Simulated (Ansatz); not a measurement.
Results of r²SCANh in Ansatz (PAW) for wurtzite InN.

Output (set-up and result lines):

```
WARN output.stress: scf.exx.energy_threshold = 1e-6 eV is looser than the 4e-8 eV advised for a stress under a hybrid functional (1e-8 eV for each atom of the …
Crystal: 4 atoms, lattice volume = 61.745 Å³
Basis set: ecut = 520 eV, 1701 PW (Γ), exchange–correlation on 81×81×135 points (27 copies of the dense FFT grid, shifted against one another)
Bands: 22, of which v1, the nominal top of the filled ones, is band 18 counted from 1 (17 counted from 0)
Symmetry: 12 space group operations
Space group: P63mc (ITA 186), of the structure as read, at distance tolerance 4.0e-5 Å
k-points: 48 of 486 (time reversal used)
Functional: x = r2scan, c = r2scan; τ floored in thin density (d = 2e-4 eV/Å³), warm-up for x = 0.9 r2scan + 0.1 exact, c = r2scan; τ floored in thin density (d = 2e-4 eV/Å³)
SCF iter   1: F=—  HF=-11993.609601 eV  |F-HF|=—  |Δ(HF+E_count)|=         —  Δρ=9.03e-3  dr2=2.66e-2  dr2_τ=1.45e-1
SCF iter   2: F=—  HF=-11993.658718 eV  |F-HF|=—  |Δ(HF+E_count)|=   4.91e-2  Δρ=3.73e-3  dr2=4.29e-3  dr2_τ=2.35e-4
  ...
Crystal: 4 atoms, lattice volume = 61.745 Å³
Initial density: handed on by an earlier stage of this run
Functional: x = 0.9 r2scan + 0.1 exact, c = r2scan; τ floored in thin density (d = 2e-4 eV/Å³)
Crystal: 4 atoms, lattice volume = 61.745 Å³
SCF iter   3: F=—  HF=-11993.207936 eV  |F-HF|=—  |Δ(HF+E_count)|=   8.79e-8  Δρ=1.44e-6  dr2=1.25e-9  dr2_τ=1.06e-10
SCF iter   4: F=-11993.207936 eV  HF=-11993.207936 eV  |F-HF|=2.55e-11  |Δ(HF+E_count)|=  1.84e-10  Δρ=2.72e-7  dr2=1.87e-10  dr2_τ=7.19e-12
SCF 3 converged in 4 iterations: F = -11993.207936 eV  dr2 = 1.87e-10
Free energy (F): -11993.207936 eV
Internal energy: -11993.207936 eV  (E = F + TS)
E sigma→0 (E₀):  -11993.207936 eV
Fermi energy:    9.280881 eV
--- Forces (eV/Å), atoms counted from 1 ---
  atom   1  In    -0.00000000     0.00000000    -0.00504374
  atom   2  In    -0.00000000    -0.00000000    -0.00504374
  atom   3  N      0.00000000     0.00000000     0.00504858
  atom   4  N     -0.00000000     0.00000000     0.00504858
--- Stress (GPa, compression-positive) ---
       -0.009002       0.000000       0.000000
        0.000000      -0.009002       0.000000
        0.000000       0.000000       0.035370
  P = ⅓ Tr σ = 0.0058 GPa (0.058 kbar)
```

### Question
Write an input file that could have produced this run (the log leaves some choices open).

### Answer
Several could match; the one computed here: 
Ansatz 0.2 input:
```yaml
crystal:
  lattice:
    - [1.7683887698, -3.0629391969, 0.0]
    - [1.7683887698, 3.0629391969, 0.0]
    - [0.0, 0.0, 5.6997669481]
  atoms:
    - { symbol: In, position: [0.6666666667, 0.3333333333, 0.4997410003] }
    - { symbol: In, position: [0.3333333333, 0.6666666667, -0.0002589997] }
    - { symbol: N, position: [0.6666666667, 0.3333333333, 0.8792589997] }
    - { symbol: N, position: [0.3333333333, 0.6666666667, 0.3792589997] }
basis:
  ecutwfc: 520
  ecutrho_ratio: 4
  xc_grid: 3
kpoints:
  mp_grid: { grid: [9, 9, 6] }
hamiltonian:
  xc: r2scanh
  dispersion: none
  pseudopotentials: { kind: paw }
scf:
  occupations: { method: fermi_dirac, width: 0.01 }
  convergence: { dr2_threshold: 0.0000000004 }
output:
  forces: true
  stress: true
  eigenvalues: true
```

The PAW data were made under PBE.

Cost on a shared machine: about 6 core-minutes (a rough figure).

Ansatz is an electronic-structure program.
